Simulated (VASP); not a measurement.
Here is a VASP 6.6.1 calculation.

Contents of INCAR:

```
PREC = Accurate
ENCUT = 520
EDIFF = 1E-7
ISMEAR = 0
SIGMA = 0.05
LREAL = F
LASPH = T
NELM = 80
ALGO = Normal
ISIF = 2
LWAVE = F
LCHARG = T
GGA = PE
LELF = T
LVHAR = T
NBANDS = 8
```

File KPOINTS:

```
regular mesh
0
Gamma
  16 16 16
```

File POSCAR:

```
Li
1.0
    0.0000000000      2.1623735795      2.1623735795
    2.1623735795      0.0000000000      2.1623735795
    2.1623735795      2.1623735795      0.0000000000
Li
1
Direct
    0.0000000000      0.0000000000      0.0000000000
```

Potentials or basis: VASP PAW PBE potentials, release 64 (Li_sv).

Command:

```bash
$ cat potpaw_PBE.64/Li_sv/POTCAR > POTCAR
$ mpirun -np 1 vasp_std > vasp.out
```

Problem. Estimate the band gap on the k mesh.

Solution. None (metal or under the smearing width).
